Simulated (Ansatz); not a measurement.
Cu Kα1 powder pattern (kinematic, no thermal factors).
```csv
2θ (°),relative intensity
29.81,100
39.65,24
45.27,40
47.99,16
59.65,60
61.91,20
69.86,11
70.21,6
72.13,1
76.07,29
77.75,11
79.94,2
85.42,1
89.22,3
```

The pattern is computed from a structure relaxed with DFT PBE, scalar-relativistic, plane waves, PAW (Ansatz 0.2.0). No spin polarisation. Its elements are O, Si.

**Question.** Give the structure.

**Answer.** SiO2.
Space group P4_2/mnm (No. 136). a = 4.236 Å, b = 4.236 Å, c = 2.691 Å, α = 90.00°, β = 90.00°, γ = 90.00°
| atom | site | symmetry | x | y | z |
| --- | --- | --- | --- | --- | --- |
| Si | 2a | m.mm | 0.5000 | 0.5000 | 0.5000 |
| O | 4f | m.2m | 0.1931 | 0.8069 | 0.5000 |

A pattern alone doesn't exclude other cells with like lines; this is the one computed.

Another cell of SiO2 relaxed alike, in P3_121, lies 188 meV/atom lower, so this cell isn't the stable form at this level.

The cell was reached from a generator's guess, though it ends in a space group that the Crystallography Open Database lists for this formula.
